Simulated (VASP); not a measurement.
Wanted: the native input for a VASP 6.6.1 run.

```
Task                   : relaxation of cell and atoms
Functional             : PBE
Potentials or basis    : VASP PAW PBE potentials, release 64 (Pb_d)
Cutoff                 : 600 eV
k mesh                 : 14 × 14 × 14
Occupations            : gaussian, width 0.1 eV
Spin                   : no spin polarisation
Further INCAR settings : ALGO = Fast; EDIFF = 1e-07; IBRION = 2; EDIFFG = -0.004; NSW = 80; ISIF = 3
```

The structure of Pb lies in POSCAR:

```
Pb
1.0
    0.0000000000      2.4750200000      2.4750200000
    2.4750200000      0.0000000000      2.4750200000
    2.4750200000      2.4750200000      0.0000000000
Pb
1
Direct
    0.0000000000      0.0000000000      0.0000000000
```

One way to write it, as run:

INCAR

```
SYSTEM = Pb
PREC     = Accurate       ! precision mode
ENCUT    = 600            ! plane-wave cutoff, eV
EDIFF    = 1E-7           ! SCF threshold, eV
ISMEAR   = 0              ! smearing method
SIGMA    = 0.1            ! smearing width, eV
LREAL    = .FALSE.        ! projectors in reciprocal space
LASPH    = .TRUE.         ! aspherical terms in the spheres
NELM     = 100            ! most SCF steps
ALGO     = Fast           ! electronic algorithm
ISIF     = 3              ! what is computed and relaxed
LWAVE    = .FALSE.        ! write WAVECAR
LCHARG   = .FALSE.        ! write CHGCAR
GGA      = PE             ! functional
IBRION   = 2              ! ionic algorithm
NSW      = 80             ! ionic steps
EDIFFG   = -0.004         ! ionic threshold
```

KPOINTS

```
regular mesh
0
G
  14 14 14
  0 0 0
```

Potentials or basis: VASP PAW PBE potentials, release 64 (Pb_d).

The run is started by

```sh
$ cat potpaw_PBE.64/Pb_d/POTCAR > POTCAR
$ mpirun -np 1 vasp_std > vasp.out
```

Results of the run:

```
Relaxed volume                         : 32.00 Å³/atom
Relaxed cell                           : a = 3.564 Å, b = 3.564 Å, c = 3.564 Å, α = 60.00°, β = 60.00°, γ = 60.00°
Space group after relaxing (to 0.05 Å) : Fm-3m (No. 225)
Energy gained by relaxing              : 12.2 meV/atom
Ionic steps                            : 3
Pressure after relaxing                : 0.0 GPa
Band gap on the k mesh                 : none (metal or under the smearing width)
```

Run time: 2.2 min on 1 thread of Intel(R) Xeon(R) Platinum 8259CL CPU @ 2.50GHz (Skylake/Cascade Lake), with other jobs on the host, peak memory 0.19 GiB.
